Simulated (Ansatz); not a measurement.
# Where Cl_N puts its levels in the gap of Si3N4 (P6_3/m), part 2 of 2

Aim: at which Fermi levels does Cl_N in Si3N4 (P6_3/m) change its charge? The model is a cell of 126 host atoms with 1 N taken out and 1 Cl put in.

Ansatz; place-levels on PBEsol runs: charge-transition levels and formation energies with image-charge correction and potential alignment at the atomic sites; PAW set soft_1.

So far: Starting point; The runs of each charge state.

## 3. Placing the levels, PBEsol

A charged cell interacts with its images and the background, and its potential has another zero than the host's. place-levels removes the first by a point-charge model, screened by the static dielectric constant since the ions have relaxed around the charge, and the second by comparing potentials at atoms far from the defect.

The host is a run of the defect-free crystal in the same cutoffs, grids and k-points, so that basis and sampling errors cancel in part in the differences. Its band edges come from a run of the primitive cell that searches the zone for them. The host is run in a cell of 42 atoms on a matching mesh. Chemical potentials are energies per atom of N (N2 molecule) and Cl (Cl2 molecule), run with the same functional and cutoff.

Contents of levels.point.yaml:

```yaml
host:
  run: host.point.run
  levels_from: { run: edges.point.run }
states: [qm1_M1.point.run, q0.point.run, qp1_M1.point.run, qp2.point.run]
geometry_from:
  qm1_M1.point.run: qm1_M1.relax.run
  q0.point.run: q0.relax.run
  qp1_M1.point.run: qp1_M1.relax.run
  qp2.point.run: qp2.relax.run
  host.point.run: host.relax.run
chemical_potentials:
  "N":
    energy: -378.476431
    dataset: "<sha256 of the dataset>"
  Cl:
    energy: -1060.712045
    dataset: "<sha256 of the dataset>"
epsilon: [4.29, 4.29, 4.37]
static_epsilon: [8.29, 8.29, 8.25]
vertical:
  - { from: qm1_M1.point.run, to: qm1_M1.point_neutral.run }
  - { from: qp1_M1.point.run, to: qp1_M1.point_neutral.run }
  - { from: qp2.point.run, to: qp2.point_neutral.run }
```

Started as:

```sh
$ ansatz place-levels levels.point.yaml -- --threads 4 --pin off --max-ram 15073MiB
```

What it wrote:

```text
[... repeated set-up lines and file paths are left out, and long positions are rounded to six places ...]
(+2/+1) 2.708 eV above the valence edge, 1.478 eV under the conduction edge; not on the lower envelope
(+1/0) 0.887 eV above the valence edge, 3.300 eV under the conduction edge; not on the lower envelope
(0/-1) 2.273 eV above the valence edge, 1.913 eV under the conduction edge
(+2/0) 1.797 eV above the valence edge, 2.389 eV under the conduction edge: charges between them are lowest nowhere
formation energy of charge +2: +1.877 eV with the Fermi level at the valence edge
formation energy of charge +1: +4.585 eV with the Fermi level at the valence edge
formation energy of charge 0: +5.472 eV with the Fermi level at the valence edge
formation energy of charge -1: +7.745 eV with the Fermi level at the valence edge
vertical -1 to 0: no energy, since no alignment is typed
  the change from vertical[0].from (qm1_M1.point.run) to vertical[0].to (qm1_M1.point_neutral.run): by its potential at epsilon [4.29, 4.29, 4.37] it stands at 0.599 0.468 0.573, with an rms radius of about 2.6 Å (1.4 1.6 1.4 Å across the planes of the cell's [...]
vertical +1 to 0: no energy, since no alignment is typed
  the change from vertical[1].from (qp1_M1.point.run) to vertical[1].to (qp1_M1.point_neutral.run): by its potential at epsilon [4.29, 4.29, 4.37] it stands at 0.629 0.521 0.583, with an rms radius of about 2.0 Å (0.7 1.5 1.1 Å across the planes of the cell's [...]
vertical +2 to 0: no energy, since no alignment is typed
  the change from vertical[2].from (qp2.point.run) to vertical[2].to (qp2.point_neutral.run): by its potential at epsilon [4.29, 4.29, 4.37] it stands at 0.601 0.488 0.584, with an rms radius of about 4.9 Å (2.5 3.0 2.8 Å across the planes of the cell's [...]
  edges by pbesol of host.levels_from (edges.point.run), its mesh sampled to repeats of 26.19 Å (the valence edge +0.130 eV and the conduction edge -0.336 eV from those of the host's own run), gap 4.186 eV; the host is sampled to repeats of 26.41 Å
  the defect's cells are sampled to repeats of 26.41 Å, like sampling
  charge +2: -61660.9907 eV with its correction of +0.991 eV, at epsilon [8.29, 8.29, 8.25], aligned at sites: +0.0589 eV, mean over 93 atomic sites at or beyond 4.37 Å from the defect at [0.5764, 0.4532, 0.5833], with +0.047289 for the charge's moments and [...]
  charge +1: -61650.1609 eV with its correction of +0.305 eV, at epsilon [8.29, 8.29, 8.25], aligned at sites: +0.0862 eV, mean over 93 atomic sites at or beyond 4.37 Å from the defect at [0.5764, 0.4532, 0.5833], with +0.044583 for the charge's moments and [...]
  charge 0: +0.000 eV for its dipole among its images, +0.027 omitted
  charge -1: -61630.7570 eV with its correction of +0.090 eV, at epsilon [8.29, 8.29, 8.25], aligned at sites: +0.1278 eV, mean over 93 atomic sites at or beyond 4.37 Å from the defect at [0.5764, 0.4532, 0.5833], with -0.001797 for the charge's moments and [...]
  of states[3] (qp2.point.run): it parts from the run at its places by a charge that spreads by about 2.8 Å along one vector (1.5 Å or more is wide), by its potential at epsilon [4.29, 4.29, 4.37], taken for that of held ions (one typed too small widens it), [...]
  of states[2] (qp1_M1.point.run): stability_check_not_made
  of states[1] (q0.point.run): its alignment with the host at atomic sites is doubtful: the mean over the far sites moves by -0.0699 eV from their farther parts to their nearer, more than 0.05 eV. [...]
  of states[0] (qm1_M1.point.run): stability_check_not_made
  of vertical[0].from (qm1_M1.point.run): stability_check_not_made
  of vertical[1].from (qp1_M1.point.run): stability_check_not_made
  of vertical[2].from (qp2.point.run): it parts from the run at its places by a charge that spreads by about 2.8 Å along one vector (1.5 Å or more is wide), by its potential at epsilon [4.29, 4.29, 4.37], taken for that of held ions (one typed too small [...]
```

The job ended after 1 s (4 threads of Intel Xeon Platinum 8124M at 3.00GHz (Skylake/Cascade Lake), shared host).

Levels between the charges placed, in eV above the valence top:

```tsv
	gap (eV)	(+2/+1)	(+1/0)	(0/−1)
PBEsol	4.19	2.71	0.89	2.27
```

Corrections by state:

```tsv
charge	moment (μB)	image terms and alignment (eV)	band filling (eV)	ε used	over the lowest of its charge, as the program ranks them, band filling apart (eV)
+2	0.0	0.991	-	principal values (8.25, 8.29, 8.29)	0.000
+1	1.0	0.305	-	principal values (8.25, 8.29, 8.29)	0.000
0	0.0	0.000	-	-	0.000
−1	1.0	0.090	-	principal values (8.25, 8.29, 8.29)	0.000
```

The charged structures listed were also run neutral, and place-levels reads from each pair, by the potential or the spins, how wide the charge is by which they differ; that can be the carrier of either run.

```tsv
charge	rms radius (Å)	spread where it is widest against the cell (Å)	wide from (Å)	reading
+2	4.9	2.84	1.51	wide
+1	2.0	1.55	1.98	narrow
−1	2.6	1.39	1.51	narrow
```

The neutral runs of these pairs need not share the spin of the lowest neutral state, and very wide values only mean spread over the cell.

From the program's caveats on the states, each cut to its opening words:

- charge +2: it parts from the run at its places by a charge that spreads by about 2.8 Å along one vector (1.5 Å or more is wide), by its potential at epsilon [4.29, 4.29, [...]
- charge +2: the far atoms show a dipole or second moment of the defect's charge, for which the correction takes or leaves out 0.095 eV: further moments aren't read, and [...]
- charge +1 (1 μB), −1 (1 μB): flagged: stability check not made
- charge 0: its alignment with the host at atomic sites is doubtful: the mean over the far sites moves by -0.0699 eV from their farther parts to their nearer, more than [...]

The host's formation energy from the elements is -1.218 eV per atom; it sets how far the chemical potentials can move.

Limit set by the element alone; other compounds of these elements are not counted. Chemical potentials from the elements' reference states: N 0.00 eV, Si -2.84 eV, Cl 0.00 eV. Formation energies (N-rich), with the Fermi level at the valence top and at the conduction bottom (gap 4.19 eV):

```tsv
charge	at valence top (eV)	at conduction bottom (eV)	correction included (eV)
+2	1.88	10.25	0.99
+1	4.59	8.77	0.30
0	5.47	5.47	0.00
−1	7.75	3.56	0.09
```

```json
{"Fermi level (eV)": "0.00", "lowest formation energy (eV)": "1.88"}
{"Fermi level (eV)": "0.38", "lowest formation energy (eV)": "2.64"}
{"Fermi level (eV)": "0.76", "lowest formation energy (eV)": "3.40"}
{"Fermi level (eV)": "1.14", "lowest formation energy (eV)": "4.16"}
{"Fermi level (eV)": "1.52", "lowest formation energy (eV)": "4.92"}
{"Fermi level (eV)": "1.90", "lowest formation energy (eV)": "5.47"}
{"Fermi level (eV)": "2.28", "lowest formation energy (eV)": "5.46"}
{"Fermi level (eV)": "2.67", "lowest formation energy (eV)": "5.08"}
{"Fermi level (eV)": "3.05", "lowest formation energy (eV)": "4.70"}
{"Fermi level (eV)": "3.43", "lowest formation energy (eV)": "4.32"}
{"Fermi level (eV)": "3.81", "lowest formation energy (eV)": "3.94"}
{"Fermi level (eV)": "4.19", "lowest formation energy (eV)": "3.56"}
```

Limit set by the element alone; other compounds of these elements are not counted. Chemical potentials from the elements' reference states: Si 0.00 eV, N -2.13 eV, Cl 0.00 eV. Formation energies (Si-rich), with the Fermi level at the valence top and at the conduction bottom (gap 4.19 eV):

```tsv
charge	at valence top (eV)	at conduction bottom (eV)	correction included (eV)
+2	-0.25	8.12	0.99
+1	2.45	6.64	0.30
0	3.34	3.34	0.00
−1	5.61	1.43	0.09
```

| Fermi level (eV) | lowest formation energy (eV) |
| --- | --- |
| 0.00 | -0.25 |
| 0.38 | 0.51 |
| 0.76 | 1.27 |
| 1.14 | 2.03 |
| 1.52 | 2.79 |
| 1.90 | 3.34 |
| 2.28 | 3.33 |
| 2.67 | 2.95 |
| 3.05 | 2.57 |
| 3.43 | 2.19 |
| 3.81 | 1.81 |
| 4.19 | 1.43 |

## 4. Effect of the sampling

The relaxations' own energies give the levels at their sampling, for comparison.

Contents of levels.relax_mesh.yaml:

```yaml
host:
  run: host.relax.run
  levels_from: { run: edges.relax.run }
states: [qm1_M1.relax.run, q0.relax.run, qp1_M1.relax.run, qp2.relax.run]
chemical_potentials:
  "N":
    energy: -378.476431
    dataset: "<sha256 of the dataset>"
  Cl:
    energy: -1060.712045
    dataset: "<sha256 of the dataset>"
```

Started as:

```sh
$ ansatz place-levels levels.relax_mesh.yaml -- --threads 4 --pin off --max-ram 15073MiB
```

What it wrote:

```text
[...]
(0/-1) 2.274 eV above the valence edge, 1.912 eV under the conduction edge
[...]
formation energy of charge +2: +1.877 eV with the Fermi level at the valence edge
formation energy of charge +1: +4.586 eV with the Fermi level at the valence edge
formation energy of charge 0: +5.472 eV with the Fermi level at the valence edge
formation energy of charge -1: +7.746 eV with the Fermi level at the valence edge
  edges by pbesol of host.levels_from (edges.relax.run), its mesh sampled to repeats of 26.19 Å (the valence edge +0.231 eV and the conduction edge -0.359 eV from those of the host's own run), gap 4.186 eV; the host is sampled to repeats of 15.83 Å
[... the lines on each state left out ...]
```

The job ended after 0.31 s (4 threads).

Levels between neighbouring charges, in eV above the valence top:

```tsv
	gap (eV)	(+2/+1)	(+1/0)	(0/−1)
one point at (¼, ¼, ¼)	4.19	2.71	0.89	2.27
a 2×2×2 shifted mesh	4.19	2.71	0.89	2.27
```

Going from one point at (¼, ¼, ¼) to a 2×2×2 shifted mesh moves the levels that carry no band-filling term by up to 0.00 eV and formation energies against the elements by up to 0.00 eV.

## 5. What came out

- gap of the host: 4.19 eV (PBEsol)
- level (plus 2/plus 1): 2.71 eV above the valence top, not a change between lowest states
- level (plus 1/0): 0.89 eV above the valence top, not a change between lowest states
- level (0/minus 1): 2.27 eV above the valence top
- level (plus 2/0): 1.80 eV above the valence top
- lowest of the charges placed, just above the valence top (0.02 eV): +2
- lowest of the charges placed, just below the conduction bottom (0.02 eV): −1
- lowest formation energy at mid-gap of the charges run, N-rich: 5.47 eV
- lowest formation energy at mid-gap of the charges run, Si-rich: 3.34 eV

Of the charges placed (−1, 0, +1 and +2), the lowest changes at 1.80 eV (+2/0) and 2.27 eV (0/−1) above the valence top, in a gap of 4.19 eV. (+2/0) passes over charge +1, which lies 0.91 eV above the two there; a lower structure or spin state of it, if missed, would change that. Charges above +2 and below −1 were not placed, so these runs say nothing of levels that involve them. States placed: +2 at 0 μB; +1 at 1 μB; 0 at 0 μB; −1 at 1 μB. Other spin states or structures, where not listed, weren't placed. At charge −1, 0 and +1 the atom put in ends up to 2.1 Å from its starting place, so the name tells the start alone and the levels can join different sites. Cl is taken at its element; compounds, which aren't counted here, bound the chemical potentials and would shift these formation energies. Going from one point at (¼, ¼, ¼) to a 2×2×2 shifted mesh moves the levels that carry no band-filling term by up to 0.00 eV and formation energies against the elements by up to 0.00 eV. The program doubts the alignment of potentials for at least one state, a sign that the cell is small. Keep in mind: the images are only 8.7 Å apart; PBEsol makes the gap too small and tends to spread out bound carriers; where a gas molecule sets a chemical potential or the host's formation energy, its binding is uncorrected.

[Logs are printed without paths, hosts, clocks, repeated set-up lines and the standing remarks that a program may print on its own settings, such as how far it seeks lower states.]

[Hosts, paths, dates, database ids (printed as entryN), source tags and the programs' standing remarks are cut or masked in the printed files.]

[Where a table of states has a column of steps, it counts the stored structures, which are thinned; the runs took as many ionic steps or more.]

[A defect's name tells the site on which it was built; relaxed atoms can leave that site.]

[For some hosts the program warned that the k-mesh of the response run may be too coarse for force constants and the static dielectric constant; such warnings are not shown here.]
